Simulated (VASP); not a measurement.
# GaS (P6_3/mmc) in VASP: band structure with PBE

Aim: the band structure of GaS with PBE.

All numbers are computed with VASP 6.6.1; they aren't measurements. Logs are shortened: lines on timing, memory, paths and dates and some standing lists are left out, and cuts for length are marked.

**Measured values to compare with.**

“Vapor-liquid-solid growth of highly-mismatched semiconductor nanowires with high-fidelity van der Waals layer stacking”, 2022, arxiv:2211.03366 quotes, for a bulk crystal of GaS at 300 K: band gap 2.53 eV (indirect).

The results are compared with them further down.

## Step 1: Starting point

It takes space group P6_3/mmc (No. 194, hexagonal). The conventional cell has a = 3.585 Å, b = 3.585 Å, c = 15.500 Å, α = 90.00°, β = 90.00°, γ = 120.00°. Ga (site symmetry 3m) has 3 S at 2.34 Å and 1 Ga at 2.48 Å as nearest neighbours. S (site symmetry 3m) has 3 Ga at 2.34 Å as nearest neighbours.

## Step 2: Band structure, PBE

Input file INCAR:

```
SYSTEM = GaS
PREC     = Accurate       ! precision mode
ENCUT    = 520            ! plane-wave cutoff, eV
EDIFF    = 1E-6           ! SCF threshold, eV
ISMEAR   = 0              ! smearing method
SIGMA    = 0.02           ! smearing width, eV
LREAL    = .False.        ! projectors in reciprocal space
LASPH    = .True.         ! aspherical terms in the spheres
NELM     = 100            ! most SCF steps
ALGO     = Normal         ! electronic algorithm
ISIF     = 2              ! what is computed and relaxed
LWAVE    = .False.        ! write WAVECAR
LCHARG   = .False.        ! write CHGCAR
GGA      = PE             ! functional
NBANDS   = 48             ! bands
```

Input file KPOINTS:

```
regular mesh
0
Gamma
  9 9 2
  0 0 0
```

Input file POSCAR:

```
GaS
1.0
    3.5850000000      0.0000000000      0.0000000000
   -1.7925000000      3.1047010700      0.0000000000
    0.0000000000      0.0000000000     15.5000000000
Ga S
4 4
Direct
    0.3333333300      0.6666666700      0.1700000000
    0.6666666700      0.3333333300      0.6700000000
    0.3333333300      0.6666666700      0.3300000000
    0.6666666700      0.3333333300      0.8300000000
    0.3333333300      0.6666666700      0.6000000000
    0.6666666700      0.3333333300      0.1000000000
    0.3333333300      0.6666666700      0.9000000000
    0.6666666700      0.3333333300      0.4000000000
```

Input file KPOINTS_OPT:

```
path GMKGALHA,LM,KH
10
line-mode
reciprocal
 0.0000000000  0.0000000000  0.0000000000  G
 0.5000000000  0.0000000000  0.0000000000  M

 0.5000000000  0.0000000000  0.0000000000  M
 0.3333333333  0.3333333333  0.0000000000  K

 0.3333333333  0.3333333333  0.0000000000  K
 0.0000000000  0.0000000000  0.0000000000  G

 0.0000000000  0.0000000000  0.0000000000  G
 0.0000000000  0.0000000000  0.5000000000  A

 0.0000000000  0.0000000000  0.5000000000  A
 0.5000000000  0.0000000000  0.5000000000  L

 0.5000000000  0.0000000000  0.5000000000  L
 0.3333333333  0.3333333333  0.5000000000  H

 0.3333333333  0.3333333333  0.5000000000  H
 0.0000000000  0.0000000000  0.5000000000  A

 0.5000000000  0.0000000000  0.5000000000  L
 0.5000000000  0.0000000000  0.0000000000  M

 0.3333333333  0.3333333333  0.0000000000  K
 0.3333333333  0.3333333333  0.5000000000  H
```

Potentials or basis: VASP PAW PBE potentials, release 64 (Ga_d, S).

Command:

```bash
$ cat potpaw_PBE.64/Ga_d/POTCAR potpaw_PBE.64/S/POTCAR > POTCAR
$ mpirun -np 1 vasp_std > vasp.out
```

OUTCAR:

```text
SYSTEM = GaS
   PREC = Accurate
   ENCUT = 520
   EDIFF = 1E-6
   ISMEAR = 0
   LREAL = .False.
   LASPH = .True.
   NELM = 100
   ISIF = 2
   GGA = PE

 ion  position               nearest neighbor table
   1  0.333  0.667  0.170-   6 2.34   6 2.34   6 2.34   3 2.48
   2  0.667  0.333  0.670-   5 2.34   5 2.34   5 2.34   4 2.48
   3  0.333  0.667  0.330-   8 2.34   8 2.34   8 2.34   1 2.48
   4  0.667  0.333  0.830-   7 2.34   7 2.34   7 2.34   2 2.48
   5  0.333  0.667  0.600-   2 2.34   2 2.34   2 2.34
   6  0.667  0.333  0.100-   1 2.34   1 2.34   1 2.34
   7  0.333  0.667  0.900-   4 2.34   4 2.34   4 2.34
   8  0.667  0.333  0.400-   3 2.34   3 2.34   3 2.34

  LATTYP: Found a hexagonal cell.
 ALAT       =     3.5850000000
 C/A-ratio  =     4.3235704324

  Lattice vectors:

 A1 = (   3.5850000000,   0.0000000000,   0.0000000000)
 A2 = (  -1.7925000000,   3.1047010700,   0.0000000000)
 A3 = (   0.0000000000,   0.0000000000,  15.5000000000)

Analysis of symmetry for initial positions (statically):
=====================================================================
 Subroutine PRICEL returns:
 Original cell was already a primitive cell.

 Routine SETGRP: Setting up the symmetry group for a
 hexagonal supercell.

 Subroutine GETGRP returns: Found 24 space group operations
 (whereof 12 operations were pure point group operations)
 out of a pool of 24 trial point group operations.

The static configuration has the point symmetry D_3d.
 The point group associated with its full space group is D_6h.

Analysis of symmetry for dynamics (positions and initial velocities):
=====================================================================
 Subroutine PRICEL returns:
 Original cell was already a primitive cell.

 Routine SETGRP: Setting up the symmetry group for a
 hexagonal supercell.

 Subroutine GETGRP returns: Found 24 space group operations
 (whereof 12 operations were pure point group operations)
 out of a pool of 24 trial point group operations.

The dynamic configuration has the point symmetry D_3d.
 The point group associated with its full space group is D_6h.

 Subroutine INISYM returns: Found 24 space group operations
 (whereof 12 operations are pure point group operations),
 and found     1 'primitive' translations

----------------------------------------------------------------------------------------
[... 109 lines left out ...]
   NFREE  =      0    steps in history (QN), initial steepest desc. (CG)
   ISIF   =      2    stress and relaxation
   ISYM   =      2    0-nonsym 1-usesym 2-fastsym
   POTIM  = 0.5000    time-step for ionic-motion
   TEBEG  =    0.0;   TEEND  =   0.0 temperature during run
   PSTRESS=    0.0 pullay stress
   NELECT =      76.0000    total number of electrons
   NUPDOWN=      -1.0000    fix difference up-down
   EMIN   =  10.00;   EMAX   =-10.00  energy-range for DOS
   EFERMI =   0.00;   METHOD = LEGACY
   ISMEAR =     0;   SIGMA  =   0.02  broadening in eV -4-tet -1-fermi 0-gaus
   EFERMI_NEDOS =   21; number of points for ismear=-14 and -15
   IALGO  =     38    algorithm
   IMIX   =      4    mixing-type and parameters
     AMIX     =   0.40;   BMIX     =  1.00
     AMIX_MAG =   1.60;   BMIX_MAG =  1.00
  volume/ion in A,a.u.               =      21.57       145.53
  Fermi-wavevector in a.u.,A,eV,Ry     =   1.245659  2.353954 21.111700  1.551666
  Thomas-Fermi vector in A             =   2.379871
   LORBIT       =      0    0 simple, 1 ext, 2 COOP (PROOUT), +10 PAW based schemes
   GGA     = PE    functional components
   LHFCALC =     F    Hartree Fock is set to
   AEXX    =    0.0000 exact exchange contribution
   IVDW    =     0    specifies the selected vdW correction
   LEPSILON=     F    determine dielectric tensor
   LRPA    =     F    only Hartree local field effects (RPA)
 non-spin polarized calculation
 Gauss-broadening in eV      SIGMA  =   0.02
  energy-cutoff  :      520.00
  volume of cell :      172.52
 maximum number of plane-waves:      4738
 NGX is ok and might be reduce to    28
   NGX = 13   NGY = 13   NGZ = 57

 number of electron      76.0000014 magnetization

 Free energy of the ion-electron system (eV)
  ---------------------------------------------------
  ext. energy  EPLUGINS =         0.00000000
  ---------------------------------------------------
  free energy    TOTEN  =       -33.21097653 eV

  energy without entropy =      -33.21097653  energy(sigma->0) =      -33.21097653

 E-fermi :   4.1023     XC(G=0):  -9.4944

 val. band max:        3.9552987673   @ k =   0.0000   0.0000   0.0000
 cond. band min:       5.5590937285   @ k =   0.4444   0.0000   0.0000
 fundamental gap:      1.6037949612
 Fermi energy:         4.1023097425

 k-point     1 :       0.0000    0.0000    0.0000
  band No.  band energies     occupation
      1     -10.9962      2.00000
      2     -10.9920      2.00000
      3     -10.8760      2.00000
      4     -10.8760      2.00000
      5     -10.8758      2.00000
      6     -10.8758      2.00000
[... 1213 lines left out ...]
     47      10.5724      0.00000
     48      10.5724      0.00000

------------------------ aborting loop because EDIFF is reached ----------------------------------------

  FORCE on cell =-STRESS in cart. coord.  units (eV):
  Direction    XX          YY          ZZ          XY          YZ          ZX
  --------------------------------------------------------------------------------------
  -------------------------------------------------------------------------------------
  Total        2.6106318      2.6106318      1.6227669      0.0000000      0.0000000      0.0000000
  in kB       24.2446298     24.2446298     15.0704445      0.0000000      0.0000000      0.0000000
  external PRESSURE =      21.1865680 kB  Pullay stress =       0.0000000 kB

 VOLUME and BASIS-vectors are now :
 -----------------------------------------------------------------------------
  energy-cutoff  :      520.00
  volume of cell :      172.52
      direct lattice vectors                 reciprocal lattice vectors
     3.585000000  0.000000000  0.000000000     0.278940028  0.161046100  0.000000000
    -1.792500000  3.104701070  0.000000000     0.000000000  0.322092201  0.000000000
     0.000000000  0.000000000 15.500000000     0.000000000  0.000000000  0.064516129

 POSITION                                       TOTAL-FORCE (eV/Angst)
 -----------------------------------------------------------------------------------
     -0.00000      2.06980      2.63500        -0.000000      0.000000      0.244619
      1.79250      1.03490     10.38500         0.000000     -0.000000      0.244619
     -0.00000      2.06980      5.11500         0.000000      0.000000     -0.244619
      1.79250      1.03490     12.86500        -0.000000     -0.000000     -0.244619
     -0.00000      2.06980      9.30000         0.000000     -0.000000     -0.039984
      1.79250      1.03490      1.55000        -0.000000     -0.000000     -0.039984
     -0.00000      2.06980     13.95000         0.000000     -0.000000      0.039984
      1.79250      1.03490      6.20000        -0.000000      0.000000      0.039984
 -----------------------------------------------------------------------------------
    total drift:                               -0.000020      0.000011     -0.000006

  FREE ENERGIE OF THE ION-ELECTRON SYSTEM (eV)
  ---------------------------------------------------
  free  energy   TOTEN  =       -33.2109765300 eV

  energy  without entropy=      -33.2109765300  energy(sigma->0) =      -33.21097653
```

OSZICAR:

```text
N       E                     dE             d eps       ncg     rms          rms(c)
DAV:   1     0.775267861608E+03    0.77527E+03   -0.34659E+04  2544   0.234E+03
DAV:   2     0.102888276392E+03   -0.67238E+03   -0.64134E+03  2472   0.660E+02
[... 46 lines left out ...]
DAV:  10    -0.119950230783E+05   -0.21460E-06     1744
       N       E                     dE             ncg
DAV:   1     0.114227784124E+05   -0.43249E+05     1888
DAV:   2    -0.427831698194E+03   -0.11851E+05     1824
DAV:   3    -0.261934345027E+04   -0.21915E+04     1984
DAV:   4    -0.277907727860E+04   -0.15973E+03     2200
DAV:   5    -0.278423765530E+04   -0.51604E+01     2328
DAV:   6    -0.278441398875E+04   -0.17633E+00     2376
DAV:   7    -0.278441687552E+04   -0.28868E-02     2336
DAV:   8    -0.278441693257E+04   -0.57050E-04     2360
DAV:   9    -0.278441693335E+04   -0.78006E-06     1352
```

It took 6.9 min on 1 thread of Intel Xeon Platinum 8488C (Sapphire Rapids), shared host; peak memory 0.45 GiB.

Results:

- Free energy: -33.2110 eV
- Pressure: 2.1 GPa
- Largest force: 0.245 eV/Å
- Band gap on the k mesh: 1.60 eV, indirect (least direct gap 1.66 eV)
- Band gap along the path: 1.59 eV, indirect (least direct gap 1.66 eV)

Forces in eV/Å, atoms in the order of the input:
```
Ga   0.000  0.000  0.245
Ga   0.000  0.000  0.245
Ga   0.000  0.000 -0.245
Ga   0.000  0.000 -0.245
S    0.000  0.000 -0.040
S    0.000  0.000 -0.040
S    0.000  0.000  0.040
S    0.000  0.000  0.040
```

Levels at the corners of the path, in eV from the valence-band top:
```csv
point,band 34,band 35,band 36,band 37,band 38,band 39,band 40,band 41,band 42,band 43
Γ,-1.52,-1.44,-1.42,-1.42,0.00,1.66,2.36,2.85,3.05,4.66
M,-2.76,-2.58,-2.38,-2.18,-1.63,1.59,1.69,2.08,2.37,3.92
M,-2.76,-2.58,-2.38,-2.18,-1.63,1.59,1.69,2.08,2.37,3.92
K,-3.04,-2.38,-2.38,-1.94,-1.94,1.78,2.31,3.17,3.17,4.27
K,-3.04,-2.38,-2.38,-1.94,-1.94,1.78,2.31,3.17,3.17,4.27
Γ,-1.52,-1.44,-1.42,-1.42,0.00,1.66,2.36,2.85,3.05,4.66
Γ,-1.52,-1.44,-1.42,-1.42,0.00,1.66,2.36,2.85,3.05,4.66
A,-1.45,-1.45,-1.45,-0.72,-0.72,2.10,2.10,2.93,2.93,4.71
A,-1.45,-1.45,-1.45,-0.72,-0.72,2.10,2.10,2.93,2.93,4.71
L,-2.64,-2.59,-2.59,-1.90,-1.90,1.80,1.80,2.05,2.05,3.85
L,-2.64,-2.59,-2.59,-1.90,-1.90,1.80,1.80,2.05,2.05,3.85
H,-2.97,-2.55,-2.55,-1.83,-1.83,2.01,2.01,3.07,3.07,4.42
H,-2.97,-2.55,-2.55,-1.83,-1.83,2.01,2.01,3.07,3.07,4.42
A,-1.45,-1.45,-1.45,-0.72,-0.72,2.10,2.10,2.93,2.93,4.71
L,-2.64,-2.59,-2.59,-1.90,-1.90,1.80,1.80,2.05,2.05,3.85
M,-2.76,-2.58,-2.38,-2.18,-1.63,1.59,1.69,2.08,2.37,3.92
K,-3.04,-2.38,-2.38,-1.94,-1.94,1.78,2.31,3.17,3.17,4.27
H,-2.97,-2.55,-2.55,-1.83,-1.83,2.01,2.01,3.07,3.07,4.42
```

Caveat: this functional lacks dispersion, which binds the layers, so the pressure and a relaxed spacing across them are unreliable.

## Step 3: Against experiment

Step 2. Measured gap of GaS: 2.53 eV (indirect; 300 K; quoted in “Vapor-liquid-solid growth of highly-mismatched semiconductor nanowires with high-fidelity van der Waals layer stacking”, 2022, arxiv:2211.03366). This calculation gives 1.59 eV (-0.94 eV). 2 values of this kind are on record (2.53 to 2.59 eV); this one was drawn at random. Spin-orbit coupling on Ga is left out. The value is that of PBE, without temperature or zero-point motion. Semilocal functionals fall short of measured gaps as a rule.
